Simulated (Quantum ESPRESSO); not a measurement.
Runs of Quantum ESPRESSO 7.5 on CsPbCl3. Symmetry: Pm-3m, No. 221, cubic system. Conventional cell: a = 5.605 Å, b = 5.605 Å, c = 5.605 Å, α = 90.00°, β = 90.00°, γ = 90.00°. Pb (site symmetry m-3m) is surrounded by 6 Cl at 2.80 Å. Cs (site symmetry m-3m) is surrounded by 12 Cl at 3.96 Å. Cl (site symmetry 4/mmm) is surrounded by 2 Pb at 2.80 Å. 

```csv
task,level,potentials or basis,cutoff (eV),SCF threshold,form of the LDA correlation,symmetry,pressure (GPa),V0 of scaled cells (Å³/atom),B0 (GPa)
equation of state,PBEsol,GBRV 1.5 PBEsol,612,1e-09 Ry,-,-,-,35.33,25
equation of state,LDA,GBRV 1.5 LDA,612,1e-09 Ry,PZ81,-,-,(b),30
single point,PBEsol,GBRV 1.5 PBEsol,612,1e-09 Ry,-,-,(a),-,-
band structure,r2SCAN,SG15 PBE 1.2,789,1e-08 Ry,-,off,0.5,-,-
```

Alike in all rows: no spin polarisation; cell as given; k mesh 5 × 5 × 5; smearing fermi-dirac 0.05 eV.

Q: Fill in the values left out.

A: (a) 0.1; (b) 33.50.

Caveats: the potentials were made for another functional, which shifts forces and pressure (some runs); this potential file gives levels or pressures that part from those of other sets (some runs).
